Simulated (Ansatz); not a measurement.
# Bands of Se

```
Se
1.0
     4.36620    0.00000    0.00000
    -2.18310    3.78124    0.00000
     0.00000    0.00000    4.95360
Se
3
Direct
  0.22540 0.00000 0.33333
  0.00000 0.22540 0.66667
  0.77460 0.77460 0.00000
```

Atom numbers follow the list: Se1, Se2, Se3.

The cell is COD entry 9012501, as deposited and not checked against the literature; nothing was relaxed.

All numbers below come from Ansatz 0.2.0, DFT, LDA, all-electron LAPW, scalar-relativistic.

Numerical set-up: a Γ-centred 6×6×5 k mesh, Fermi–Dirac smearing of 0.03 eV, basis error target 0.5 meV/atom, no spin polarisation.

Points in fractions of the reciprocal vectors of this cell: Γ (0, 0, 0), M (0.5, 0, 0), K (0.333, 0.333, 0), A (0, 0, 0.5), L (0.5, 0, 0.5), H (0.333, 0.333, 0.5). The path runs Γ–M–K–Γ–A–L–H–A–L. Energies are in eV from the top of the valence band; (×n) counts levels within 4 meV of each other, which need not be degenerate by symmetry.

Task: Is there a gap, and where are the band edges?

Result: 0.93 eV, indirect from L (0.5, 0, 0.5) to H (0.333, 0.333, 0.5).

Task: List the levels between -5 and 5 eV at the symmetry points.

Result: 
Γ: -3.85 (×2), -3.79, -2.04 (×2), -0.40, 1.80 (×2), 2.09
M: -4.74, -3.47, -2.94, -1.79, -1.00, 1.84, 2.24, 4.05
K: -2.86 (×2), -2.72, -1.65, 2.99 (×2), 3.67
A: -4.85, -3.39 (×2), -1.56 (×2), -1.11, 1.09 (×2), 1.22
L: -4.45, -4.27, -1.96, -1.39, 0.00, 1.58, 2.65, 2.90
H: -4.99 (×2), -0.98, -0.22 (×2), 0.93, 2.65 (×2)

Kohn–Sham gaps of semilocal functionals usually fall short of measured ones.
